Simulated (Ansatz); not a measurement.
# KF (rocksalt): gap against strain (epitaxial in the plane normal to [111])

KF (rocksalt), relaxed with r2SCAN in the plane-wave code Ansatz, then strained (epitaxial in the plane normal to [111]; changes of length per length, axes as in the cell below) with the atoms relaxed again within the symmetry that is left. Space group Fm-3m (No. 225), cubic; conventional cell a = 5.318 Å, 18.80 Å³ an atom. K is surrounded by 6 F at 2.66 Å; F is surrounded by 6 K at 2.66 Å. (Simulation; spin polarisation is off.)

```
K F
1.0
     0.00000    2.65896    2.65896
     2.65896    0.00000    2.65896
     2.65896    2.65896    0.00000
K F
1 1
Cartesian
  0.0000 0.0000 0.0000
  2.6590 2.6590 2.6590
```

Gaps are the least over each mesh (PBE 8×8×8, r2SCAN 8×8×8, HSE06 6×6×6 when unstrained) and the special points, which keep their unstrained names; stress is the change from the unstrained cell, compression positive.

| strain (%) | free normal strain (%) | gap, PBE (eV) | gap, r2SCAN (eV) | gap, HSE06 (eV) | edges, HSE06 | in-plane stress, r2SCAN (GPa) | energy rise, r2SCAN (meV/atom) |
| --- | --- | --- | --- | --- | --- | --- | --- |
| -2.0 | +2.06 | 6.345 | 6.999 | 8.359 | Γ | +1.06 | 2.5 |
| -0.5 | +0.45 | 6.285 | 6.935 | 8.292 | Γ | +0.30 | 0.1 |
| 0.0 | 0.00 | 6.259 | 6.908 | 8.263 | Γ | 0.00 | 0.0 |
| +2.07 | -2.22 | 6.127 | 6.778 | 8.124 | Γ | -0.99 | 2.4 |
| +4.48 | -5.02 | 5.977 | 6.637 | 7.969 | Γ | -2.00 | 10.9 |

Between zero and the nearest strains the slope of the HSE06 gap against strain is -0.058 eV per percent for negative and -0.067 for positive strain.

The meshes of the hybrids are coarse, so their gaps aren't converged to the digits shown.
